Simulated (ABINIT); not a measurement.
## InAs: band structure with LDA-Teter

**Measured values to compare with.**

From a printed reference work, data compilation, for a bulk crystal of InAs at 4.2 K: band gap 0.418 eV (direct).

InAs:

```
In As
1.0
     0.00000    3.01800    3.01800
     3.01800    0.00000    3.01800
     3.01800    3.01800    0.00000
In As
1 1
Direct
  0.00000 0.00000 0.00000
  0.75000 0.75000 0.75000
```

```yaml
Program: ABINIT 10.8.3 (patched build)
Task: band structure
Functional: LDA-Teter
Potentials_or_basis: JTH PAW LDA v2.0
Cutoff: 463 eV
k_mesh: 8 × 8 × 8
Occupations: fermi-dirac, width 0.05 eV
Spin: no spin polarisation
Fine-grid_cutoff: 925.187 eV
```

The band gap on the k mesh is none (metal or under the smearing width). The valence electrons inside the program's atomic spheres are In 11.25; As 12.70.

Levels at the corners of the path, in eV from the Fermi level:
| point | band 10 | band 11 | band 12 | band 13 | band 14 | band 15 | band 16 | band 17 | band 18 | band 19 |
| --- | --- | --- | --- | --- | --- | --- | --- | --- | --- | --- |
| Γ | -14.26 | -12.03 | -0.48 | -0.05 | -0.05 | -0.05 | 3.78 | 3.78 | 3.78 | 7.22 |
| X | -14.24 | -9.99 | -6.01 | -2.42 | -2.42 | 1.37 | 1.90 | 8.97 | 9.11 | 9.11 |
| W | -14.25 | -9.93 | -5.87 | -3.06 | -2.99 | 4.08 | 4.17 | 4.82 | 5.93 | 9.65 |
| K | -14.25 | -10.00 | -5.87 | -3.39 | -2.04 | 1.94 | 4.13 | 7.13 | 7.30 | 7.62 |
| Γ | -14.26 | -12.03 | -0.48 | -0.05 | -0.05 | -0.05 | 3.78 | 3.78 | 3.78 | 7.22 |
| L | -14.25 | -10.54 | -5.93 | -1.06 | -1.06 | 0.74 | 4.57 | 4.57 | 6.64 | 8.80 |
| U | -14.25 | -10.00 | -5.87 | -3.39 | -2.04 | 1.94 | 4.13 | 7.13 | 7.30 | 7.62 |
| W | -14.25 | -9.93 | -5.87 | -3.06 | -2.99 | 4.08 | 4.17 | 4.82 | 5.93 | 9.65 |
| L | -14.25 | -10.54 | -5.93 | -1.06 | -1.06 | 0.74 | 4.57 | 4.57 | 6.64 | 8.80 |
| K | -14.25 | -10.00 | -5.87 | -3.39 | -2.04 | 1.94 | 4.13 | 7.13 | 7.30 | 7.62 |

Wall time 64 s on 1 thread of Arm Neoverse V2 (shared host), peak memory 0.12 GiB.

A measured gap of InAs is 0.418 eV (direct; 4.2 K; a printed reference work, data compilation); the calculated 0.00 eV misses it by -0.42 eV. Spin-orbit coupling on As, In is left out. The value is that of LDA-Teter on a finite k mesh, which can miss the band edges, without temperature or zero-point motion. Semilocal functionals fall short of measured gaps as a rule.

Caveat: spin-orbit coupling is left out, which moves the levels of the heavy elements; this crystal is a semiconductor, whose small gap the functional closes, so the metal is an error of the method.
